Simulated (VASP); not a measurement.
# SnO₂: G0W0 on PBE, by volume over the given one and cell

SnO₂, R-3m (no. 166), 3 atoms in the cell. PBE, GW; PAW potentials Sn_d_GW, O_GW (PBE set).

| Volume over the given one | Cell | Quasiparticle gap on the mesh (eV) | Gap of the starting point on the mesh (eV) | Quasiparticle gap at the zone centre (eV) | Starting gap at the zone centre (eV) | Correction of the gap between the band edges on the mesh (eV) | Time (s) |
|---|---|---|---|---|---|---|---|
| 0.94 | scale = 0.94 | 3.93 | 2.36 | 4.04 | 2.49 | 1.57 | 60 |
| 0.97 | scale = 0.97 | 3.62 | 2.14 | 3.70 | 2.24 | 1.48 | 60 |
| 1 | as given | 3.33 | 1.94 | 3.39 | 2.02 | 1.39 | 106 |
| 1.03 | scale = 1.03 | 3.08 | 1.76 | 3.10 | 1.81 | 1.31 | 81 |

Limits: spin-orbit coupling is left out, which changes the gap somewhat with Sn; the mesh is coarse: neither the gap nor the screening is converged.

## Input of the first row

INCAR.step1:
```
SYSTEM = SnO2
ALGO = Normal ; EDIFF = 1E-8
ENCUT = 500 ; GGA = PE
ISMEAR = 0 ; KPAR = 4
LASPH = .TRUE. ; LCHARG = .FALSE.
LREAL = .FALSE. ; LWAVE = .TRUE.
NELM = 150 ; PREC = Accurate
SIGMA = 0.05
```

INCAR.step2, as INCAR.step1 but for:
```
- ALGO = Normal
- NELM = 150
+ ALGO = Exact
+ ISTART = 1
+ LOPTICS = .TRUE.
+ NBANDS = 200
+ NELM = 1
```

INCAR.step3:
```
SYSTEM = SnO2
ALGO = EVGW0 ; ENCUT = 500
ENCUTGW = 160 ; GGA = PE
ISMEAR = 0 ; ISTART = 1
KPAR = 4 ; LASPH = .TRUE.
LCHARG = .FALSE. ; LREAL = .FALSE.
LWAVE = .FALSE. ; NBANDS = 200
NBANDSGW = 17 ; NELMGW = 1
NOMEGA = 48 ; PREC = Accurate
PRECFOCK = Fast ; SIGMA = 0.05
```

KPOINTS:
```
k-points
0
Gamma
  3 3 3
```

POSCAR:
```
SnO2
1.0
    1.5840819130      0.9145701189      4.7025938089
   -1.5840819130      0.9145701189      4.7025938089
    0.0000000000     -1.8291402378      4.7025938089
Sn O
1 2
Direct
    0.5000000000      0.5000000000      0.5000000000
    0.7628300000      0.7628300000      0.7628300000
    0.2371700000      0.2371700000      0.2371700000
```

Commands (each step's output is kept before the next begins):
```
cat potpaw_PBE.64/Sn_d_GW/POTCAR potpaw_PBE.64/O_GW/POTCAR > POTCAR
cp INCAR.step1 INCAR
mpirun -np 4 vasp_std > vasp.out
cp INCAR.step2 INCAR
mpirun -np 4 vasp_std > vasp.out
cp INCAR.step3 INCAR
mpirun -np 4 vasp_std > vasp.out
```

VASP 6.6.1 took 60 s on 4 cores (Intel Xeon Platinum 8488C (Sapphire Rapids)), a shared host.
